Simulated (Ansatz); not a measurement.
# InH: a trial structure relaxed

Aim: relax a trial structure of InH and see where it ends.

Method: DFT PBE, scalar-relativistic, plane waves, PAW, in Ansatz 0.2.0.

## (1) The structure to begin with

The structure is cubic, space group Pm-3m (No. 221). The conventional cell has a = 3.224 Å, b = 3.224 Å, c = 3.224 Å, α = 90.00°, β = 90.00°, γ = 90.00°. In (site symmetry m-3m) has 8 H at 2.79 Å as nearest neighbours. H (site symmetry m-3m) has 8 In at 2.79 Å as nearest neighbours.

Structure file:

```
CELL_PARAMETERS angstrom
3.22413 0.00000 0.00000
0.00000 3.22413 0.00000
0.00000 0.00000 3.22413
ATOMIC_POSITIONS crystal
In 0.50000 0.50000 0.50000
H 0.00000 0.00000 0.00000
```

The cell is invented: species swapped into a database cell of BePd (Pm-3m, No. 221), with H on the Be sites and In on the Pd sites. The dimensions are guesses.

## (2) Probe: one point on a coarse mesh

Contents of input.yaml:

```yaml
crystal:
  lattice:
    - [3.22412527, 0.0, 0.0]
    - [0.0, 3.22412527, 0.0]
    - [0.0, 0.0, 3.22412527]
  atoms:
    - { symbol: In, position: [0.5, 0.5, 0.5] }
    - { symbol: H, position: [0.0, 0.0, 0.0] }
basis:
  ecutwfc: 420
kpoints:
  mp_grid: { grid: [6, 6, 6] }
hamiltonian:
  xc: pbe
scf:
  occupations: { method: gaussian, width: 0.1 }
  lower_state_search: "off"
output:
  forces: true
  stress: true
  eigenvalues: true
```

On the command line:

```console
ansatz run input.yaml --threads 1 --pin off --max-ram 2560MiB --backend cpu --events-out ev --progress --plain --runs-dir out
```

The program printed:

```text
[... 32 lines left out ...]
SCF 1 converged in 7 iterations: F = -5612.599146 eV  dr2 = 1.22e-8
SCF converged after 7 iterations
Free energy (F): -5612.599146 eV
Harris-Foulkes:  -5612.599146 eV  (|F-HF|=1.32e-8)
Internal energy: -5612.593401 eV  (E = F + TS)
E sigma→0 (E₀):  -5612.596273 eV
Entropy (-TS):   -0.005745 eV (-2.873 meV/atom)
Fermi energy:    7.794852 eV
--- Per-component energies (eV) ---
  E_band       = -53.388023
  E_kinetic    = 251.636193
  E_local      = -1200.260317  (includes V_loc(G=0)·N_el)
  E_nonlocal   = 367.362881
  E_hartree    = 467.927613
  E_xc         = -224.044966
  E_vxc        = -110.238485  (∫ρ·V_xc dr)
  E_paw        = -4151.533793  (= ΣΔE_a)
  E_vpaw       = -297.746265  (= ΣTr[D̂ρ^β])
  E_aug_tail   = -0.000935  (compensation charges beyond the density's cutoff)
  E_ewald      = -1123.680077
  E_smearing   = -0.005745  (= −TS)
  E_closure    = 0.000000  (closes the sum)
  Σ components = -5612.599146   (vs F -5612.599146, Δ=0.00e0)
--- Forces (eV/Å), atoms counted from 1 ---
  atom   1  In     0.00000000    -0.00000000    -0.00000000
  atom   2  H     -0.00000000     0.00000000    -0.00000000
  max |Σ_I F_I| component: 1.05e-29 eV/Å
--- Stress (GPa, compression-positive) ---
       -1.689225       0.000000       0.000000
        0.000000      -1.689225       0.000000
        0.000000       0.000000      -1.689225
  P = ⅓ Tr σ = -1.6892 GPa (-16.892 kbar)
--- Band table (eV; the first three rows and the last of 20) ---
  k-point 0: bands = ["-7.2107", "-7.2107", "-6.7341", "-6.7341", "-6.7341", "-1.5538", "9.6386", "13.5294", "13.5294", "13.5294", "16.8506"]
  k-point 1: bands = ["-7.2036", "-7.1245", "-6.7664", "-6.7664", "-6.7312", "-1.1329", "8.2094", "12.4154", "13.9937", "13.9937", "17.1408"]
  k-point 2: bands = ["-7.1895", "-6.9542", "-6.8304", "-6.8304", "-6.7257", "0.1464", "5.1407", "12.2517", "15.2504", "15.2504", "18.0248"]
  k-point 19: bands = ["-7.0233", "-7.0233", "-7.0233", "-6.5970", "-6.5970", "6.3956", "8.7920", "9.3172", "9.3172", "9.3172", "13.3620"]
```

Run time: 0.75 s. Hardware: 1 thread of Arm Neoverse V1, shared host; peak memory 0.26 GiB.

From the probe: pressure -1.7 GPa, largest force 0.00 eV/Å, gap on this mesh none (metal). The coarse relaxation is skipped.

## (3) Full relaxation

input.yaml: that of step 2 with these lines changed.

```diff
@@ -11,3 +11,3 @@
 kpoints:
-  mp_grid: { grid: [6, 6, 6] }
+  mp_grid: { grid: [18, 18, 18] }
 hamiltonian:
@@ -16,3 +16,2 @@
   occupations: { method: gaussian, width: 0.1 }
-  lower_state_search: "off"
 output:
@@ -21 +20,6 @@
   eigenvalues: true
+relax:
+  adjacent_minimum: "off"
+  f_tol: 0.01
+  max_steps: 80
+  cell: { stress_tol: 0.05 }
```

On the command line:

```console
ansatz run input.yaml --threads 1 --pin off --max-ram 2560MiB --backend cpu --events-out ev --progress --plain --runs-dir out
```

The program printed:

```text
Warning: RAYON_NUM_THREADS=1 ignored (pool sized by the plan → 1); use --threads N
Engine: ansatz 0.2.0, aarch64-unknown-linux-gnu
Pseudopotentials: kind: paw
Pseudopotential: In, paw, valence charge 13, recommended cutoff 420 eV (normal), In.paw.azcp
Pseudopotential: H, paw, valence charge 1, recommended cutoff 420 eV (normal), H.paw.azcp
Functional definition: PBE
  parameter kappa = 0.804
  parameter beta = 0.06672455060314922
  exchange = pbe_x(kappa = kappa, mu = beta*pi^2/3)
  correlation = pbe_c(beta = beta)
Crystal: 2 atoms, lattice volume = 33.515 Å³
Basis set: ecut = 420 eV, 691 PW (Γ), exchange–correlation on 48×48×48 points (8 copies of the dense FFT grid, shifted against one another)
Bands: 11, of which v1, the nominal top of the filled ones, is band 7 counted from 1 (6 counted from 0)
Symmetry: 48 space group operations
Space group: Pm-3m (ITA 221), of the structure as read, at distance tolerance 3.2e-5 Å
k-points: 220 of 5832
Non-local potential: In, projectors of the file, l = 0: 2, l = 1: 2, l = 2: 2, l = 3: 2
Non-local potential: H, projectors of the file, l = 0: 2, l = 1: 1
PAW form: soft (Blöchl's): semilocal exchange-correlation on the pseudo side does not see the compensation charge
PAW one-centre angular grid: In, 590 points (default); XC on 64 Gauss nodes
PAW one-centre angular grid: H, 110 points (default); XC on 64 Gauss nodes
Initial density: superposition of atomic densities (neutral atoms: chi_scale 0, normalization atom), corrected by the library's trained network
Initial wavefunctions: pseudopotential atomic-orbital guess
Functional: x = pbe(κ = 0.804, μ = 0.2195149727645171), c = pbe(β = 0.06672455060314922)
SCF iter   1: F=—  HF=-5612.594342 eV  |F-HF|=—  |Δ(HF+E_count)|=         —  Δρ=2.33e-3  dr2=2.49e-3  ethr=1.77e-3  ⟨swp⟩=5.1  Hψ=14287  notcnv=0
preconditioner: auto → none  [metal: Δε(μ)=0.055 eV  Ē_g=17.197 eV  σ=0.100 eV  W_gap=0.30  n_scr=6 (ndim 8)  ℏωp=24.0 eV  f_vac=0.000  D(μ)=0.37/eV (n_scr^D=0)  sad-step TF]
SCF iter   2: F=—  HF=-5612.593342 eV  |F-HF|=—  |Δ(HF+E_count)|=   1.00e-3  Δρ=1.16e-3  dr2=6.91e-4  ethr=1.78e-5  ⟨swp⟩=1.0  Hψ=4183  notcnv=0
SCF iter   3: F=—  HF=-5612.593235 eV  |F-HF|=—  |Δ(HF+E_count)|=   1.07e-4  Δρ=5.80e-4  dr2=7.53e-5  ethr=4.94e-6  ⟨swp⟩=2.3  Hψ=3820  notcnv=0
SCF iter   4: F=—  HF=-5612.593199 eV  |F-HF|=—  |Δ(HF+E_count)|=   3.52e-5  Δρ=1.39e-4  dr2=3.66e-6  ethr=5.38e-7  ⟨swp⟩=2.0  Hψ=3526  notcnv=0
SCF iter   5: F=—  HF=-5612.593200 eV  |F-HF|=—  |Δ(HF+E_count)|=   2.81e-7  Δρ=5.40e-5  dr2=5.59e-7  ethr=2.62e-8  ⟨swp⟩=2.0  Hψ=3537  notcnv=0
SCF iter   6: F=-5612.593199 eV  HF=-5612.593199 eV  |F-HF|=9.44e-8  |Δ(HF+E_count)|=   2.58e-7  Δρ=2.23e-5  dr2=8.98e-8  ethr=7.14e-10  ⟨swp⟩=5.2  Hψ=10904  notcnv=0
SCF 1 converged in 6 iterations: F = -5612.593199 eV  dr2 = 8.98e-8
relax step   1: F+E_penalty+E_count = -5612.59319931 eV  Δ(F+E_penalty+E_count) = +0.000e0 eV  max|allowed force component| = 3.261e-29 eV/Å  Δτ_max = 0.0000 Å  P = -1.152 GPa  Ω = 33.515 Å³  (6 SCF iters, dr2 threshold 1.00e-7 eV, accepted)
Crystal: 2 atoms, lattice volume = 32.337 Å³
Basis set: ecut = 420 eV, 619 PW (Γ), exchange–correlation on 48×48×48 points (8 copies of the dense FFT grid, shifted against one another)
Initial density: handed on by an earlier stage of this run
Initial wavefunctions: those handed on with the density
iter 1 solved again at ethr=3.24e-6 eV; its pass at ethr=3.10e-3 eV (dr2=4.53e-4 eV) is discarded
SCF iter   1: F=—  HF=-5612.598713 eV  |F-HF|=—  |Δ(HF+E_count)|=         —  Δρ=9.87e-4  dr2=4.73e-4  ethr=3.24e-6  ⟨swp⟩=1.8  Hψ=19500  notcnv=0
preconditioner: auto → none  [metal: Δε(μ)=0.050 eV  Ē_g=17.370 eV  σ=0.100 eV  W_gap=0.26  n_scr=6 (ndim 8)  ℏωp=24.4 eV  f_vac=0.000  D(μ)=0.48/eV (n_scr^D=0)]
SCF iter   2: F=—  HF=-5612.598555 eV  |F-HF|=—  |Δ(HF+E_count)|=   1.58e-4  Δρ=4.13e-4  dr2=2.79e-5  ethr=3.24e-6  ⟨swp⟩=2.3  Hψ=3779  notcnv=0
SCF iter   3: F=—  HF=-5612.598556 eV  |F-HF|=—  |Δ(HF+E_count)|=   1.70e-6  Δρ=1.82e-4  dr2=4.66e-6  ethr=1.99e-7  ⟨swp⟩=2.0  Hψ=3918  notcnv=0
SCF iter   4: F=-5612.598559 eV  HF=-5612.598559 eV  |F-HF|=1.75e-9  |Δ(HF+E_count)|=   2.77e-6  Δρ=6.41e-6  dr2=7.79e-9  ethr=1.43e-9  ⟨swp⟩=4.5  Hψ=13303  notcnv=0
SCF 2 converged in 4 iterations: F = -5612.598559 eV  dr2 = 7.79e-9
relax step   2: F+E_penalty+E_count = -5612.59855924 eV  Δ(F+E_penalty+E_count) = -5.360e-3 eV  max|allowed force component| = 2.116e-30 eV/Å  Δτ_max = 0.0000 Å  P = -0.090 GPa  Ω = 32.337 Å³  energy of the carried Pulay correction = +6.552e-4 eV  (4 SCF iters, dr2 threshold 2.00e-7 eV, accepted)
Crystal: 2 atoms, lattice volume = 32.241 Å³
iter 1 solved again at ethr=1.89e-8 eV; its pass at ethr=3.10e-3 eV (dr2=2.65e-6 eV) is discarded
SCF iter   1: F=—  HF=-5612.598639 eV  |F-HF|=—  |Δ(HF+E_count)|=         —  Δρ=8.16e-5  dr2=3.06e-6  ethr=1.89e-8  ⟨swp⟩=3.0  Hψ=18442  notcnv=0
preconditioner: auto → none  [metal: Δε(μ)=0.059 eV  Ē_g=17.404 eV  σ=0.100 eV  W_gap=0.32  n_scr=6 (ndim 8)  ℏωp=24.5 eV  f_vac=0.000  D(μ)=0.50/eV (n_scr^D=0)]
SCF iter   2: F=—  HF=-5612.598638 eV  |F-HF|=—  |Δ(HF+E_count)|=   8.04e-7  Δρ=3.58e-5  dr2=2.09e-7  ethr=1.89e-8  ⟨swp⟩=2.0  Hψ=3845  notcnv=0
SCF iter   3: F=—  HF=-5612.598638 eV  |F-HF|=—  |Δ(HF+E_count)|=   2.62e-8  Δρ=1.61e-5  dr2=3.72e-8  ethr=1.44e-10  ⟨swp⟩=5.2  Hψ=11713  notcnv=0
SCF iter   4: F=-5612.598638 eV  HF=-5612.598638 eV  |F-HF|=7.00e-11  |Δ(HF+E_count)|=   2.56e-8  Δρ=1.05e-6  dr2=1.70e-10  ethr=1.44e-10  ⟨swp⟩=4.0  Hψ=6923  notcnv=0
SCF 3 converged in 4 iterations: F = -5612.598638 eV  dr2 = 1.70e-10
relax step   3: F+E_penalty+E_count = -5612.59863832 eV  Δ(F+E_penalty+E_count) = -7.909e-5 eV  max|allowed force component| = 1.251e-29 eV/Å  Δτ_max = 0.0000 Å  P = +0.008 GPa  Ω = 32.241 Å³  energy of the carried Pulay correction = +7.096e-4 eV  (4 SCF iters, dr2 threshold 2.02e-8 eV, accepted)
Initial wavefunctions: pseudopotential atomic-orbital guess (no wavefunctions were taken with the density)
iter 1 solved again at ethr=9.74e-8 eV; its pass at ethr=3.10e-3 eV (dr2=1.36e-5 eV) is discarded
SCF iter   1: F=—  HF=-5612.597957 eV  |F-HF|=—  |Δ(HF+E_count)|=         —  Δρ=9.18e-5  dr2=4.36e-7  ethr=9.74e-8  ⟨swp⟩=3.1  Hψ=20122  notcnv=0
preconditioner: auto → none  [metal: Δε(μ)=0.059 eV  Ē_g=17.406 eV  σ=0.100 eV  W_gap=0.32  n_scr=6 (ndim 8)  ℏωp=24.5 eV  f_vac=0.000  D(μ)=0.50/eV (n_scr^D=0)]
SCF iter   2: F=—  HF=-5612.597957 eV  |F-HF|=—  |Δ(HF+E_count)|=   4.72e-8  Δρ=4.22e-5  dr2=8.51e-8  ethr=3.11e-9  ⟨swp⟩=2.1  Hψ=3926  notcnv=0
SCF iter   3: F=—  HF=-5612.597957 eV  |F-HF|=—  |Δ(HF+E_count)|=   3.26e-7  Δρ=1.17e-5  dr2=9.93e-9  ethr=6.08e-10  ⟨swp⟩=2.0  Hψ=2873  notcnv=0
SCF iter   4: F=—  HF=-5612.597957 eV  |F-HF|=—  |Δ(HF+E_count)|=   2.29e-8  Δρ=1.36e-6  dr2=2.00e-10  ethr=7.09e-11  ⟨swp⟩=2.2  Hψ=3702  notcnv=0
SCF iter   5: F=-5612.597957 eV  HF=-5612.597957 eV  |F-HF|=4.91e-11  |Δ(HF+E_count)|=  3.87e-10  Δρ=4.50e-7  dr2=1.67e-11  ethr=1.00e-12  ⟨swp⟩=6.3  Hψ=11679  notcnv=0
SCF 4 converged in 5 iterations: F = -5612.597957 eV  dr2 = 1.67e-11
relax step   4: F+E_penalty+E_count = -5612.59795696 eV  Δ(F+E_penalty+E_count) = +6.814e-4 eV  max|allowed force component| = 1.241e-29 eV/Å  Δτ_max = 0.0000 Å  P = +0.001 GPa  Ω = 32.241 Å³  stress off target by 6.45e-4 GPa  SCF on the basis re-selected at this cell (its energy is not comparable with the rows above)  (5 SCF iters)
basis re-selected at this cell: Δ(F+E_penalty+E_count) = +6.814e-4 eV, ΔP = -0.007 GPa vs the last step (what re-selecting the basis moved, of the pressure what is left beyond the Pulay correction that the steps carried, after the strain that the cell walked since its last selection, with what the two solves' SCF thresholds leave and, on support functions, any second-order correction that the steps lacked; it is no measure of the basis error at this ecutwfc). This SCF's stress stands 6.45e-4 GPa from its target on what of the cell is left free (relax.cell.stress_tol is 5.00e-2 GPa) and its largest allowed force component is 1.24e-29 eV/Å (relax.f_tol is 1.00e-2 eV/Å): within both
SCF converged after 5 iterations
Free energy (F): -5612.597957 eV
Harris-Foulkes:  -5612.597957 eV  (|F-HF|=4.91e-11)
Internal energy: -5612.595465 eV  (E = F + TS)
E sigma→0 (E₀):  -5612.596711 eV
Entropy (-TS):   -0.002492 eV (-1.246 meV/atom)
Fermi energy:    7.988370 eV
--- Per-component energies (eV) ---
  E_band       = -47.473087
  E_kinetic    = 252.254298
  E_local      = -1177.402764  (includes V_loc(G=0)·N_el)
  E_nonlocal   = 367.409795
  E_hartree    = 459.319604
  E_xc         = -224.385250
  E_vxc        = -110.692420  (∫ρ·V_xc dr)
  E_paw        = -4151.500614  (= ΣΔE_a)
  E_vpaw       = -297.680277  (= ΣTr[D̂ρ^β])
  E_aug_tail   = -0.000954  (compensation charges beyond the density's cutoff)
  E_ewald      = -1138.289580
  E_smearing   = -0.002492  (= −TS)
  E_closure    = -0.000000  (closes the sum)
  Σ components = -5612.597957   (vs F -5612.597957, Δ=0.00e0)
--- Forces (eV/Å), atoms counted from 1 ---
  atom   1  In    -0.00000000     0.00000000    -0.00000000
  atom   2  H     -0.00000000     0.00000000     0.00000000
  max |Σ_I F_I| component: 2.57e-29 eV/Å
--- Stress (GPa, compression-positive) ---
        0.000645       0.000000       0.000000
        0.000000       0.000645       0.000000
        0.000000       0.000000       0.000645
  P = ⅓ Tr σ = 0.0006 GPa (0.006 kbar)
--- Band table (eV; the first three rows and the last of 220) ---
  k-point 0: bands = ["-6.8109", "-6.8109", "-6.2824", "-6.2824", "-6.2824", "-1.3463", "10.3188", "14.1327", "14.1327", "14.1327", "17.4991"]
  k-point 1: bands = ["-6.8099", "-6.7994", "-6.2868", "-6.2868", "-6.2820", "-1.2983", "10.1468", "13.8370", "14.1874", "14.1874", "17.5310"]
  k-point 2: bands = ["-6.8071", "-6.7666", "-6.2994", "-6.2994", "-6.2809", "-1.1541", "9.6190", "13.3586", "14.3501", "14.3501", "17.6271"]
  k-point 219: bands = ["-6.6064", "-6.6064", "-6.6064", "-6.1313", "-6.1313", "6.8647", "9.5622", "9.8027", "9.8027", "9.8027", "13.8980"]
--- Relaxed structure (3 steps of the walk, 3 accepted, 1 SCFs on fresh bases) ---
  F+E_penalty+E_count = -5612.59795696 eV   max|allowed force component| = 1.241e-29 eV/Å   (the final SCF, on the basis selected at the relaxed cell)
  cell:  # Å, volume = 32.2408 Å³
    - [3.18274488116079, -5.0756278742705275e-34, 0.0]
    - [-5.0756278742705275e-34, 3.18274488116079, -5.135813185032629e-34]
    - [0.0, -5.135813185032629e-34, 3.18274488116079]
  atoms:
    - { symbol: In, position: [0.49999999999999994, 0.49999999999999994, 0.49999999999999994] }
    - { symbol: H, position: [-5.60015251163933e-36, 2.488956671853284e-36, -3.1111958397996276e-37] }
```

Run time: 21 s. Hardware: 1 thread of Arm Neoverse V1, shared host; peak memory 0.37 GiB.

The steps of the relaxation:

```csv
step,energy from step 1 (eV/cell),largest force component (eV/Å),pressure (GPa),volume (Å³)
1,0.0000,0.0000,-1.15,33.51
2,-0.0054,0.0000,-0.09,32.34
3,-0.0054,0.0000,0.01,32.24
4,-0.0048,0.0000,0.00,32.24
```

Step 1 is the start. Step 4 repeats the geometry before it on a plane-wave basis chosen anew for that cell, so its energy need not be comparable with the rows above.

|  | before | after | change |
| --- | --- | --- | --- |
| a (Å) | 3.224 | 3.183 | -1.3 % |
| b (Å) | 3.224 | 3.183 | -1.3 % |
| c (Å) | 3.224 | 3.183 | -1.3 % |
| volume (Å³/atom) | 16.76 | 16.12 | -3.8 % |
| shortest distance (Å) | 2.792 | 2.756 | -1.3 % |
| space group (0.01 Å) | Pm-3m | Pm-3m | same |

Forces and stress were held to the start's 48 operations: a distortion of lower symmetry was not tested.

## (4) What came out

| quantity | value |
| --- | --- |
| symmetry at the end (tolerance 0.05 Å) | space group Pm-3m (No. 221) |
| conventional cell | a = 3.183 Å, b = 3.183 Å, c = 3.183 Å, α = 90.00°, β = 90.00°, γ = 90.00° |
| volume | 16.12 Å³/atom |
| energy over the elements (uncorrected; H, N, O, F and Cl as molecules) | +0.56 eV/atom |
| gap on the mesh | none (metal) |

**Reading.** The space group Pm-3m (No. 221) is kept, and the volume per atom shrinks by 3.8 % from the first guess. The formation energy is positive, so the separate elements lie lower. No finished test with a distortion of lower symmetry is shown, so the end may be a saddle point.
